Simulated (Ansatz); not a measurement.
## BaTiO3: one atom moved over a plane

Level of theory: DFT PBE, scalar-relativistic, plane waves, PAW (Ansatz). Settings: plane waves to 420 eV, k-mesh 8×8×8 (Γ-centred), Gaussian smearing 0.05 eV. No spin polarisation. Energies are free energies at this smearing, counted from the undisturbed cell; pressure is positive in compression.

Zero of the scan (relaxed at this level; it needn't be the usual structure):

```yaml
crystal:
  lattice:
    - [4.01923, 0.00000, 0.00000]
    - [0.00000, 4.01923, 0.00000]
    - [0.00000, 0.00000, 4.01928]
  atoms:
    - { symbol: Ba, position: [0.00000, 0.00000, 0.00000] }
    - { symbol: Ti, position: [0.50000, 0.50000, 0.50000] }
    - { symbol: O, position: [0.50000, 0.50000, 0.00000] }
    - { symbol: O, position: [0.50000, 0.00000, 0.50000] }
    - { symbol: O, position: [0.00000, 0.50000, 0.50000] }
```

Atom 3 (O) is moved by p along (0.707, 0.707, 0.000) and q along (0.000, 0.000, 1.000) (Å), all else fixed. Points are written (p, q).

p was sampled at -0.200, -0.100, 0.000, 0.100, 0.200 and q at -0.200, -0.100, 0.000, 0.100, 0.200.

**Question.** Where on the computed points is the energy highest, and how high?

**Answer.** At (-0.200, -0.200), (-0.200, 0.200), (0.200, -0.200), (0.200, 0.200): 0.22 eV/cell.

**Question.** Away from (0, 0), which computed point is lowest?

**Answer.** (0.000, -0.100), (0.000, 0.100): 0.02 eV/cell.

The map, in eV/cell:

```csv
p \ q,-0.200,-0.100,0.000,0.100,0.200
-0.200,0.22,0.13,0.11,0.13,0.22
-0.100,0.14,0.05,0.03,0.05,0.14
0.000,0.12,0.02,0.00,0.02,0.12
0.100,0.14,0.05,0.03,0.05,0.14
0.200,0.22,0.13,0.11,0.13,0.22
```

Many cubic perovskites lower their energy by tilts or polar distortions; a scan of this one displacement doesn't rule them out.